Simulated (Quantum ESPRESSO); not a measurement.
Crystal: Rh.

```
CELL_PARAMETERS angstrom
0.00000 1.89785 1.89785
1.89785 0.00000 1.89785
1.89785 1.89785 0.00000
ATOMIC_POSITIONS crystal
Rh 0.00000 0.00000 0.00000
```

Base run:

- Program: Quantum ESPRESSO 7.5
- Functional: PBE
- Potentials or basis: PseudoDojo 0.4 SR PBE stringent
- Cutoff: 1197 eV
- Density cutoff: 4789 eV
- k mesh: 12 × 12 × 12
- Occupations: fermi-dirac, width 0.05 eV
- Spin: no spin polarisation

Its results: band gap on the k mesh none (metal or under the smearing width); pressure 7.7 GPa.

Question: The run is repeated on the same cell with these changes: functional from PBE to PBEsol; potentials or basis from PseudoDojo 0.4 SR PBE stringent to PseudoDojo 0.4 SR PBEsol stringent. What comes out?

Answer: Band gap on the k mesh none (metal or under the smearing width); pressure -3.3 GPa.
